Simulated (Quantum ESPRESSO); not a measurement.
Input of a Quantum ESPRESSO 7.5 run:

The input pw.in:

```
&CONTROL
  calculation = 'scf'
  prefix = 'pwscf'
  outdir = './tmp'
  pseudo_dir = './pseudo'
  tprnfor = .true.
  tstress = .true.
  disk_io = 'low'
/
&SYSTEM
  ibrav = 0
  nat = 2
  ntyp = 2
  ecutwfc = 88
  nbnd = 14
  input_dft = 'rpbe'
  occupations = 'smearing'
  smearing = 'fd'
  degauss = 0.00367493
/
&ELECTRONS
  conv_thr = 4d-10
  electron_maxstep = 120
  mixing_beta = 0.5
/
ATOMIC_SPECIES
Mg    24.3050 Mg_ONCV_PBE-1.2.upf
O     15.9990 O_ONCV_PBE-1.2.upf
CELL_PARAMETERS angstrom
   0.0000000000    2.0970013927    2.0970013927
   2.0970013927    0.0000000000    2.0970013927
   2.0970013927    2.0970013927    0.0000000000
ATOMIC_POSITIONS angstrom
Mg     0.0000000000    0.0000000000    0.0000000000
O      2.0970013927    2.0970013927    2.0970013927
K_POINTS automatic
11 11 11 0 0 0
```

bands.in

```
&CONTROL
  calculation = 'bands'
  prefix = 'pwscf'
  outdir = './tmp'
  pseudo_dir = './pseudo'
  disk_io = 'low'
  verbosity = 'high'
/
&SYSTEM
  ibrav = 0
  nat = 2
  ntyp = 2
  ecutwfc = 88
  nbnd = 14
  input_dft = 'rpbe'
  occupations = 'smearing'
  smearing = 'fd'
  degauss = 0.00367493
/
&ELECTRONS
  conv_thr = 1d-08
  electron_maxstep = 120
  mixing_beta = 0.5
  diago_full_acc = .true.
  startingwfc = 'random'
/
ATOMIC_SPECIES
Mg    24.3050 Mg_ONCV_PBE-1.2.upf
O     15.9990 O_ONCV_PBE-1.2.upf
CELL_PARAMETERS angstrom
   0.0000000000    2.0970013927    2.0970013927
   2.0970013927    0.0000000000    2.0970013927
   2.0970013927    2.0970013927    0.0000000000
ATOMIC_POSITIONS angstrom
Mg     0.0000000000    0.0000000000    0.0000000000
O      2.0970013927    2.0970013927    2.0970013927
K_POINTS crystal
60
 0.0000000000  0.0000000000  0.0000000000 1
 0.0625000000  0.0000000000  0.0625000000 1
 0.1250000000  0.0000000000  0.1250000000 1
 0.1875000000  0.0000000000  0.1875000000 1
 0.2500000000  0.0000000000  0.2500000000 1
 0.3125000000  0.0000000000  0.3125000000 1
 0.3750000000  0.0000000000  0.3750000000 1
 0.4375000000  0.0000000000  0.4375000000 1
 0.5000000000  0.0000000000  0.5000000000 1
 0.5000000000  0.0625000000  0.5625000000 1
 0.5000000000  0.1250000000  0.6250000000 1
 0.5000000000  0.1875000000  0.6875000000 1
 0.5000000000  0.2500000000  0.7500000000 1
 0.4375000000  0.3125000000  0.7500000000 1
 0.3750000000  0.3750000000  0.7500000000 1
 0.3375000000  0.3375000000  0.6750000000 1
 0.3000000000  0.3000000000  0.6000000000 1
 0.2625000000  0.2625000000  0.5250000000 1
 0.2250000000  0.2250000000  0.4500000000 1
 0.1875000000  0.1875000000  0.3750000000 1
 0.1500000000  0.1500000000  0.3000000000 1
 0.1125000000  0.1125000000  0.2250000000 1
 0.0750000000  0.0750000000  0.1500000000 1
 0.0375000000  0.0375000000  0.0750000000 1
 0.0000000000  0.0000000000  0.0000000000 1
 0.0625000000  0.0625000000  0.0625000000 1
 0.1250000000  0.1250000000  0.1250000000 1
 0.1875000000  0.1875000000  0.1875000000 1
 0.2500000000  0.2500000000  0.2500000000 1
 0.3125000000  0.3125000000  0.3125000000 1
 0.3750000000  0.3750000000  0.3750000000 1
 0.4375000000  0.4375000000  0.4375000000 1
 0.5000000000  0.5000000000  0.5000000000 1
 0.5250000000  0.4500000000  0.5250000000 1
 0.5500000000  0.4000000000  0.5500000000 1
 0.5750000000  0.3500000000  0.5750000000 1
 0.6000000000  0.3000000000  0.6000000000 1
 0.6250000000  0.2500000000  0.6250000000 1
 0.5833333333  0.2500000000  0.6666666667 1
 0.5416666667  0.2500000000  0.7083333333 1
 0.5000000000  0.2500000000  0.7500000000 1
 0.5000000000  0.2857142857  0.7142857143 1
 0.5000000000  0.3214285714  0.6785714286 1
 0.5000000000  0.3571428571  0.6428571429 1
 0.5000000000  0.3928571429  0.6071428571 1
 0.5000000000  0.4285714286  0.5714285714 1
 0.5000000000  0.4642857143  0.5357142857 1
 0.5000000000  0.5000000000  0.5000000000 1
 0.4821428571  0.4821428571  0.5357142857 1
 0.4642857143  0.4642857143  0.5714285714 1
 0.4464285714  0.4464285714  0.6071428571 1
 0.4285714286  0.4285714286  0.6428571429 1
 0.4107142857  0.4107142857  0.6785714286 1
 0.3928571429  0.3928571429  0.7142857143 1
 0.3750000000  0.3750000000  0.7500000000 1
 0.6250000000  0.2500000000  0.6250000000 1
 0.5937500000  0.1875000000  0.5937500000 1
 0.5625000000  0.1250000000  0.5625000000 1
 0.5312500000  0.0625000000  0.5312500000 1
 0.5000000000  0.0000000000  0.5000000000 1
```

Potentials or basis: SG15 PBE 1.2.

Command:

```console
$ OMP_NUM_THREADS=1 pw.x -in pw.in > pw.out
$ OMP_NUM_THREADS=1 pw.x -in bands.in > bands.out
```

Problem. Estimate the band gap on the k mesh.

Solution. 5.07 eV, direct.

Problem. Estimate the band gap along the path.

Solution. 5.07 eV, direct.

Problem. Predict the pressure.

Solution. 12.4 GPa.

Levels at the corners of the path, in eV from the valence-band top:
```tsv
point	band 4	band 5	band 6	band 7	band 8	band 9	band 10	band 11	band 12	band 13
Γ	-39.32	-17.25	0.00	0.00	0.00	5.07	16.14	16.14	16.14	19.92
X	-39.35	-15.69	-4.05	-1.34	-1.34	9.34	10.44	13.34	19.39	19.39
W	-39.35	-15.63	-2.93	-2.93	-1.74	11.87	11.87	12.62	15.95	22.39
K	-39.34	-15.66	-3.47	-2.68	-1.13	10.35	12.20	12.76	18.56	18.73
Γ	-39.32	-17.25	0.00	0.00	0.00	5.07	16.14	16.14	16.14	19.92
L	-39.33	-15.92	-4.58	-0.65	-0.65	8.16	12.89	16.72	16.72	21.44
U	-39.34	-15.66	-3.47	-2.68	-1.13	10.35	12.20	12.76	18.56	18.73
W	-39.35	-15.63	-2.93	-2.93	-1.74	11.87	11.87	12.62	15.95	22.39
L	-39.33	-15.92	-4.58	-0.65	-0.65	8.16	12.89	16.72	16.72	21.44
K	-39.34	-15.66	-3.47	-2.68	-1.13	10.35	12.20	12.76	18.56	18.73
U	-39.34	-15.66	-3.47	-2.68	-1.13	10.35	12.20	12.76	18.56	18.73
X	-39.35	-15.69	-4.05	-1.34	-1.34	9.34	10.44	13.34	19.39	19.39
```

Caveat: the potentials were made for another functional, which shifts forces and pressure.

**Experimental background.**

From “Electronic structure of alkaline earth and post-transition metal oxides”, 2009, arxiv:0908.1581, for a bulk crystal of MgO: band gap 7.83 eV.

Measured gap of MgO: 7.83 eV (quoted in “Electronic structure of alkaline earth and post-transition metal oxides”, 2009, arxiv:0908.1581). This calculation gives 5.07 eV (-2.76 eV). The value is that of RPBE, without temperature or zero-point motion. Semilocal functionals fall short of measured gaps as a rule. The cell is a database's relaxed one, not the measured one, which moves gaps too.
